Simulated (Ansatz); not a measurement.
# Mg: response to strain

Aim: deform Mg (zz strain of +1 %) and compute stress, forces and field gradients with LAPW, PAW and all-electron datasets made for the crystal.

Computed with Ansatz 0.2.0 (DFT PBE, scalar-relativistic, unless a step's input says otherwise).

### Step 1. The system as given

Symmetry: Im-3m, No. 229, cubic system. The conventional cell has a = 2.953 Å, b = 2.953 Å, c = 2.953 Å, α = 90.00°, β = 90.00°, γ = 90.00°. Mg (site symmetry m-3m) is surrounded by 8 Mg at 2.56 Å.

Coordinates:

```cif
data_structure
_symmetry_space_group_name_H-M 'Im-3m'
_symmetry_Int_Tables_number 229
_cell_length_a 2.9530
_cell_length_b 2.9530
_cell_length_c 2.9530
_cell_angle_alpha 90.000
_cell_angle_beta 90.000
_cell_angle_gamma 90.000
_cell_volume 25.75
loop_
_atom_site_label
_atom_site_type_symbol
_atom_site_symmetry_multiplicity
_atom_site_Wyckoff_symbol
_atom_site_fract_x
_atom_site_fract_y
_atom_site_fract_z
_atom_site_occupancy
Mg1 Mg 2 a 0.00000 0.00000 0.00000 1
```

The file gives the conventional cell by its symmetry; the runs use the cell typed in the input.

### Step 2. After the deformation

Space group Im-3m before, I4/mmm after.

### Step 3. Full-potential LAPW

The input, input.yaml:

```yaml
crystal:
  lattice:
    - [-1.4765, 1.4765, 1.491265]
    - [1.4765, -1.4765, 1.491265]
    - [1.4765, 1.4765, -1.491265]
  atoms:
    - { symbol: Mg, position: [0.0, 0.0, 0.0] }
kpoints:
  mp_grid: { grid: [16, 16, 16] }
  band_path:
    path:
      - [0.0, 0.0, 0.0]
      - [0.0, 0.0, 0.5]
      - [0.25, 0.25, 0.25]
      - [0.0, 0.5, 0.0]
      - [0.0, 0.0, 0.0]
      - [0.5, 0.5, -0.5]
      - [0.4950740124, 0.5049259876, -0.4950740124]
      - [-0.4950740124, 0.4950740124, 0.4950740124]
      - [0.0, 0.0, 0.0]
    npoints: 5
scf:
  occupations: { method: fermi_dirac, width: 0.05 }
hamiltonian:
  xc: pbe
  pseudopotentials: { kind: all_electron, lapw: { basis_error: 0.00025 } }
output:
  forces: true
  stress: true
  eigenvalues: true
```

On the command line:

```sh
$ ansatz run input.yaml --threads 1 --pin off --max-ram 3072MiB --backend cpu --events-out ev --progress --plain --runs-dir out
```

### Step 4. PAW on the default files

The input, input.yaml:

```yaml
crystal:
  lattice:
    - [-1.4765, 1.4765, 1.491265]
    - [1.4765, -1.4765, 1.491265]
    - [1.4765, 1.4765, -1.491265]
  atoms:
    - { symbol: Mg, position: [0.0, 0.0, 0.0] }
kpoints:
  mp_grid: { grid: [16, 16, 16] }
scf:
  occupations: { method: fermi_dirac, width: 0.05 }
hamiltonian:
  xc: pbe
  pseudopotentials: { kind: paw }
output:
  forces: true
  stress: true
  eigenvalues: true
  efg: { contact_densities: true }
```

### Step 5. Datasets made for this crystal

Changes to input.yaml since step 4:

```diff
@@ -13,3 +13,3 @@
   xc: pbe
-  pseudopotentials: { kind: paw }
+  pseudopotentials: { kind: all_electron, datasets: crystal }
 output:
```

(Steps that only read results are left out.)

What does the calculation give? Wanted: pressure; largest shear or deviatoric stress.

**Answer**, as computed:

| quantity | value |
| --- | --- |
| pressure | LAPW 60.29, PAW 60.35, crystal datasets 60.29 GPa |
| largest shear or deviatoric stress (LAPW) | 0.50 GPa |

The largest part of the stress beyond the pressure is 0.50 GPa in size, in the zz component. No run of the undeformed cell stands beside it, so the pressure holds what the given cell had before the change. PAW: stress within 0.07 GPa of LAPW. Crystal datasets: stress within 0.01 GPa of LAPW.
